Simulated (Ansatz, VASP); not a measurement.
**One calculation of CdS (Hawleyite), two programs**

INCAR

```
ALGO = Normal
EDIFF = 1E-6
ENCUT = 520
GGA = RP
ISIF = 2
ISMEAR = 0
LASPH = True
LCHARG = False
LREAL = False
LWAVE = False
NBANDS = 16
NELM = 60
PREC = Accurate
SIGMA = 0.05
```

The input KPOINTS:

```
k-points
0
Gamma
  8 8 8
```

Contents of POSCAR:

```
CdS
1.0
    0.0000000000      2.9165000000      2.9165000000
    2.9165000000      0.0000000000      2.9165000000
    2.9165000000      2.9165000000      0.0000000000
Cd S
1 1
Direct
    0.0000000000      0.0000000000      0.0000000000
    0.7500000000      0.7500000000      0.7500000000
```

Contents of input.yaml:

```yaml
crystal:
  lattice:
    - [0.0, 2.9165, 2.9165]
    - [2.9165, 0.0, 2.9165]
    - [2.9165, 2.9165, 0.0]
  atoms:
    - { symbol: Cd, position: [0.0, 0.0, 0.0] }
    - { symbol: S, position: [0.75, 0.75, 0.75] }
kpoints:
  mp_grid: { grid: [8, 8, 8] }
scf:
  occupations: { method: gaussian, width: 0.05 }
hamiltonian:
  xc: rpbe
  pseudopotentials: { kind: all_electron, lapw: { basis_error: 0.001 } }
output:
  forces: true
  stress: true
  eigenvalues: true
```

Alike in both runs: task single point; functional RPBE; k mesh 8 × 8 × 8; occupations gaussian, width 0.05 eV; no spin polarisation.

```csv
,VASP,Ansatz
version,VASP 6.6.1,Ansatz 0.2.0
potentials or method,"VASP PAW PBE potentials, release 64 (Cd, S)","all-electron LAPW, scalar-relativistic"
plane-wave cutoff (eV),520,see its input
```

VASP gave:

- gap on the k mesh at the Fermi level (eV): 1.33
- least direct gap on the mesh (eV): 1.33
- pressure (GPa): 5.4

What did Ansatz give for the same quantities?

gap on the k mesh at the Fermi level (eV): 1.33; least direct gap on the mesh (eV): 1.33; pressure (GPa): 5.1.

Ansatz ran all-electron here, so the differences hold the error of VASP's frozen core and of both bases.

Caveats: the PAW data sets were made with another functional, which shifts forces and pressure a little (VASP). Expect the measured gap to be larger: semilocal functionals such as RPBE lack the derivative discontinuity.
